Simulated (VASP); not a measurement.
Write the native input for VASP 6.6.1 that does the following.

```
Task                   : single point
Functional             : LDA
Potentials or basis    : VASP PAW LDA potentials, release 64 (Mn_pv, O)
Cutoff                 : 520 eV
k mesh                 : 7 × 7 × 7
Occupations            : gaussian, width 0.05 eV
Spin                   : collinear spin, random start
Starting moments       : [3.16, 0.0] μB
Hubbard terms          : Mn d U = 7 eV
Further INCAR settings : ALGO = Normal; EDIFF = 1e-07
```

The structure of MnO lies in POSCAR:

```
MnO
1.0
    0.0000000000      2.2220003300      2.2220003300
    2.2220003300      0.0000000000      2.2220003300
    2.2220003300      2.2220003300      0.0000000000
Mn O
1 1
Direct
    0.0000000000      0.0000000000      0.0000000000
    0.5000000000      0.5000000000      0.5000000000
```

One way to write it, as run:

INCAR

```
  PREC = Accurate
  ENCUT = 520
  EDIFF = 1E-7
  ISMEAR = 0
  SIGMA = 0.05
  LREAL = F
  LASPH = T
  NELM = 150
  ALGO = Normal
  ISIF = 2
  LWAVE = F
  LCHARG = F
  ISPIN = 2
  MAGMOM = 3.16 0
  LORBIT = 11
  LMAXMIX = 4
  LDAU = T
  LDAUTYPE = 2
  LDAUL = 2 -1
  LDAUU = 7 0
  LDAUJ = 0 0
  LDAUPRINT = 1
  GGA = CA
```

KPOINTS

```
Automatic mesh
0
Gamma
  7 7 7
```

Potentials or basis: VASP PAW LDA potentials, release 64 (Mn_pv, O).

Run with:

```console
$ cat potpaw_LDA.64/Mn_pv/POTCAR potpaw_LDA.64/O/POTCAR > POTCAR
$ mpirun -np 1 vasp_std > vasp.out
```

It gave:

```yaml
Pressure: -3.2 GPa
Band_gap_on_the_k_mesh: 0.89 eV, indirect (least direct gap 2.73 eV)
Net_moment: 5.00 μB per cell
Site_moments: Mn +4.67; O +0.12 μB
Valence_electrons_inside_the_program's_atomic_spheres: Mn 11.38; O 4.98
```

Caveat: an odd mesh through Γ misses points on the zone boundary, where band edges often lie; a cell with one magnetic atom can't hold antiferromagnetic order, which such compounds often take.

Wall time 7 s on 1 thread of Intel(R) Xeon(R) Platinum 8559C (Emerald Rapids) (shared host), peak memory 0.13 GiB.
